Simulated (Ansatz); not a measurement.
# Y2COS MXene monolayer in a perpendicular field, part 4 of 4

What dipole does a perpendicular field induce in the Y2COS MXene monolayer? A positive field points along +c.

Ansatz 0.2.0; plane-wave DFT, PBEsol-D3(BJ), Ansatz PAW (the session's first sound run).

So far. Step 19 (Same geometry, cutoff 420 eV, functional HSE06 (run 2)): The dipole is 0.0529 e·Å. Step 21 (Response at this level): The induced dipole is that of a conductor 6.80 Å thick.

### 22. Varying the input

This step: plane-wave DFT, PBEsol-D3(BJ), Ansatz PAW (Ansatz 0.2.0).

An input spoilt on purpose, to show how the run answers: it repeats the earlier run at 0.1 V/Å with efield.axis from 3 to 1, and scf.max_iter set to 80.

File input.yaml:

```yaml
crystal:
  lattice:
    - [3.5629269695, 0.0, 0.0]
    - [-1.7814634847, 3.0855852674, 0.0]
    - [0.0, 0.0, 23.4415356541]
  atoms:
    - { symbol: S, position: [0.3333333333, 0.6666666667, 0.3839338912] }
    - { symbol: "Y", position: [0.6666666667, 0.3333333333, 0.4537880957] }
    - { symbol: C, position: [0.0, 0.0, 0.511255055] }
    - { symbol: "Y", position: [0.3333333333, 0.6666666667, 0.5865128412] }
    - { symbol: O, position: [0.6666666667, 0.3333333333, 0.6160661088] }
kpoints:
  mp_grid: { grid: [18, 18, 1] }
  band_path:
    path: [[0, 0, 0], [0.5, 0, 0], [0.33333333, 0.33333333, 0], [0, 0, 0]]
    npoints: 16
hamiltonian:
  xc: pbesol
  dispersion: d3bj
scf:
  occupations: { method: fermi_dirac, width: 0.05 }
  convergence: { dr2_threshold: 1.0e-10 }
  max_iter: 80
efield:
  axis: 1
  dipole_correction: true
  ramp_position: 0.9534
  ramp_width: 0.0999
  amplitude: 0.1
output:
  write_potential: true
  write_density: true
  volumetric_format: npy
```

Command:

```bash
ansatz run input.yaml --threads 4 --pin off --max-ram 6144MiB --backend cpu --events-out ev --progress --plain --runs-dir out
```

Numbers of over 12 decimals in the logs are rounded to 6 here.

What it wrote:

```text
Engine: ansatz 0.2.0, x86_64-unknown-linux-gnu
Pseudopotentials: kind: paw
Pseudopotential: S, paw, valence charge 6, recommended cutoff 420 eV (normal), S.paw.azcp
Pseudopotential: Y, paw, valence charge 11, recommended cutoff 420 eV (normal), Y.paw.azcp
Pseudopotential: C, paw, valence charge 4, recommended cutoff 420 eV (normal), C.paw.azcp
Pseudopotential: O, paw, valence charge 6, recommended cutoff 420 eV (normal), O.paw.azcp
Functional definition: PBEsol
  exchange = pbesol_x
  correlation = pbesol_c
Crystal: 5 atoms, lattice volume = 257.710 Å³
Basis set: ecut = 420 eV, 4957 PW (Γ)
Bands: 24, of which v1, the nominal top of the filled ones, is band 19 counted from 1 (18 counted from 0)
Symmetry: 2 space group operations
k-points: 91 of 324 (time reversal used)
Non-local potential: S, projectors of the file, l = 0: 2, l = 1: 2, l = 2: 2
Non-local potential: Y, projectors of the file, l = 0: 3, l = 1: 2, l = 2: 2, l = 3: 1
Non-local potential: C, projectors of the file, l = 0: 2, l = 1: 2, l = 2: 1
Non-local potential: O, projectors of the file, l = 0: 2, l = 1: 2, l = 2: 1
PAW form: soft (Blöchl's): semilocal exchange-correlation on the pseudo side does not see the compensation charge
PAW frozen core: S, regenerated for the run's functional, and the local potential with it (the file was generated under x = pbe(κ = 0.804, μ = 0.219515), c = pbe(β = 0.066725))
PAW frozen core: Y, regenerated for the run's functional, and the local potential with it (the file was generated under x = pbe(κ = 0.804, μ = 0.219515), c = pbe(β = 0.066725))
PAW frozen core: C, regenerated for the run's functional, and the local potential with it (the file was generated under x = pbe(κ = 0.804, μ = 0.219515), c = pbe(β = 0.066725))
PAW frozen core: O, regenerated for the run's functional, and the local potential with it (the file was generated under x = pbe(κ = 0.804, μ = 0.219515), c = pbe(β = 0.066725))
PAW one-centre angular grid: S, 110 points (default); XC on 64 Gauss nodes
PAW one-centre angular grid: Y, 590 points (default); XC on 64 Gauss nodes
PAW one-centre angular grid: C, 110 points (default); XC on 64 Gauss nodes
PAW one-centre angular grid: O, 110 points (default); XC on 64 Gauss nodes
Initial density: superposition of atomic densities (neutral atoms: chi_scale 0, normalization atom, screened)
Initial wavefunctions: pseudopotential atomic-orbital guess
Functional: x = pbesol(κ = 0.804, μ = 0.123457), c = pbesol(β = 0.046)
Error: efield: ion 2 (C) at fractional coordinate 0.0000 along the field axis lies inside the sawtooth ramp with 2 of the planes that the density is read on at each end, [0.8701, 0.1366] — the ramp must sit in vacuum (an ion there feels the fictitious reversed slope); set or move the ramp (efield.ramp_position / ramp_width) or move the geometry
```

Run time: 0.4 s. Hardware: 4 threads of Intel Xeon Platinum 8488C (Sapphire Rapids), shared host; peak memory 0.48 GiB.

The program refused the input before any cycle.

The program's message: “Error: efield: ion 2 (C) at fractional coordinate 0.0000 along the field axis lies inside the sawtooth ramp with 2 of the planes that the density is read on at each end, [0.8701, 0.1366] — the ramp mu …”

The fault put into the input: the field along an axis without vacuum.

### 23. Varying the input: scf.lower_state_search = "standard" and basis.xc_grid = 1

Another changed input: it repeats the earlier run at 0.1 V/Å with scf.lower_state_search to standard and basis.xc_grid to 1.

input.yaml: that of step 22 with these lines changed.

```diff
@@ -22,5 +22,5 @@
   convergence: { dr2_threshold: 1.0e-10 }
-  max_iter: 80
+  lower_state_search: standard
 efield:
-  axis: 1
+  axis: 3
   dipole_correction: true
@@ -33 +33,3 @@
   volumetric_format: npy
+basis:
+  xc_grid: 1
```

What it wrote:

```text
[...]
Crystal: 5 atoms, lattice volume = 257.710 Å³
Basis set: ecut = 420 eV, 4957 PW (Γ)
Bands: 24, of which v1, the nominal top of the filled ones, is band 19 counted from 1 (18 counted from 0)
Symmetry: 6 space group operations
[...]
k-points: 37 of 324 (time reversal used)
[...]
SCF iter   1: F=—  HF=-9291.367879 eV  |F-HF|=—  |Δ(HF+E_count)|=         —  Δρ=7.04e-2  dr2=3.89e1  ethr=3.10e-3  p=0.047 e·Å  D=3.30e-2 V/Å  ΔV_dip=-0.77 eV  dr2_dipole=4.41e0  V_vac-E_F(+/−)=10.02/8.75 eV  ⟨swp⟩=8.1  Hψ=5039  notcnv=0
[...]
SCF iter  15: F=-9287.148238 eV  HF=-9287.148238 eV  |F-HF|=9.09e-12  |Δ(HF+E_count)|=  1.04e-10  Δρ=4.46e-8  dr2=5.32e-12  ethr=1.00e-12  p=0.128 e·Å  D=8.97e-2 V/Å  ΔV_dip=-2.10 eV  dr2_dipole=9.08e-15  V_vac-E_F(+/−)=6.01/6.07 eV  ⟨swp⟩=8.2  Hψ=3609  notcnv=0
SCF 1 converged in 15 iterations: F = -9287.148238 eV  dr2 = 5.32e-12
[...]
SCF converged after 15 iterations
Free energy (F): -9287.148238 eV
[...]
Internal energy: -9287.114590 eV  (E = F + TS)
E sigma→0 (E₀):  -9287.131414 eV
Entropy (-TS):   -0.033648 eV (-6.730 meV/atom)
Fermi energy:    -1.184772 eV
Dipole field:    D = 0.089716 V/Å  (p = 0.127773 e·Å, saw-weighted, corrected)
Work function:   not extracted (applied field tilts the vacuum); planar V_es + V_field profile in the machine report
[...]
--- Band table (eV; the first three rows and the last of 37) ---
  k-point 0: bands = [... 15 lower, -1.9763, -1.9763, -1.2715, -0.2194, -0.2194, 2.6945, 3.0251, 3.0251, ... 1 higher]
  k-point 1: bands = [... 15 lower, -2.1182, -1.9672, -1.1456, -0.4054, -0.2816, 2.6996, 3.0095, 3.1090, ... 1 higher]
  k-point 2: bands = [... 15 lower, -2.3479, -1.9456, -1.0168, -0.8158, -0.4378, 2.5782, 3.0830, 3.3215, ... 1 higher]
  k-point 36: bands = [... 15 lower, -3.0168, -2.6469, -2.3785, -1.8966, -1.5251, 2.7889, 3.8154, 3.9104, ... 1 higher]
```

Run time: 9 s. Hardware: 4 threads; peak memory 0.69 GiB.

This step gave:

```
energy at zero smearing : -9287.1314 eV
dipole along the normal : 0.1278 e·Å
```

Electronic bands along the path, in eV, zero at the Fermi level:

```
  point  band 16  band 17  band 18  band 19  band 20  band 21  band 22  band 23
      Γ    -0.79    -0.79    -0.09     0.97     0.97     3.88     4.21     4.21
halfway    -1.66    -0.83    -0.77     0.19     0.34     3.12     4.68     5.06
      M    -1.65    -1.12    -1.00    -0.26     0.25     2.58     4.95     5.26
halfway    -1.62    -1.41    -0.92    -0.59    -0.16     3.35     4.77     5.21
      K    -1.83    -1.46    -1.19    -0.71    -0.34     3.97     5.00     5.10
halfway    -1.81    -1.03    -0.71    -0.18     0.21     3.76     3.95     5.10
      Γ    -0.79    -0.79    -0.09     0.97     0.97     3.88     4.21     4.21
```

```
                     quantity  this run  earlier run  difference
dipole along the normal (e·Å)    0.1278       0.1278           0
```

The dipole moves by under 0.5 % or 5e-5 e·Å.

Of the bands kept, 3 cross the Fermi level on this path.

### 24. Summary of results

| Item | Value |
| --- | --- |
| gap without field | none |
| work function, upper face | 5.34 eV |
| step between the vacuum levels | -1.42 eV |
| equivalent conductor thickness, atoms held | 6.88 Å |
| equivalent conductor thickness, LDA | 6.90 Å |
| equivalent conductor thickness, PBE | 6.90 Å |
| equivalent conductor thickness, r2SCAN | 6.83 Å |
| equivalent conductor thickness, HSE06 | 6.80 Å |

**Reading.** The induced dipole equals that of a perfect conductor 6.88 Å thick, while the outer atoms lie 5.44 Å apart. The two faces differ: the vacuum level above lies 1.42 eV lower than the one below. Across the functionals the thickness runs from 6.80 to 6.90 Å; those runs use a coarser k-mesh, so they are to be compared with each other. There is no gap over 0.03 eV, with or without the field. The main runs have no spin polarisation; a magnetic state could lie lower and would change these results. Spin-orbit coupling is left out. The MXene's terminations sit over the metal atoms of its far layer; the site over carbon or nitrogen, which some compounds prefer, was not run. With this functional, D3(BJ) tends to leave the relaxed cell short of measured lattice constants, by some per cent.

[Logs are printed without paths, hosts, clocks, repeated set-up lines and the standing remarks that a program may print on its own settings, such as how far it seeks lower states.]

[Hosts, paths, dates, database ids (printed as entryN), source tags and the programs' standing remarks are cut or masked in the printed files.]

[Maps of the electrostatic potential energy from Ansatz leave out the sawtooth potential of an applied field or a dipole correction, so their vacuum need not be flat; planar profiles and work functions include it.]
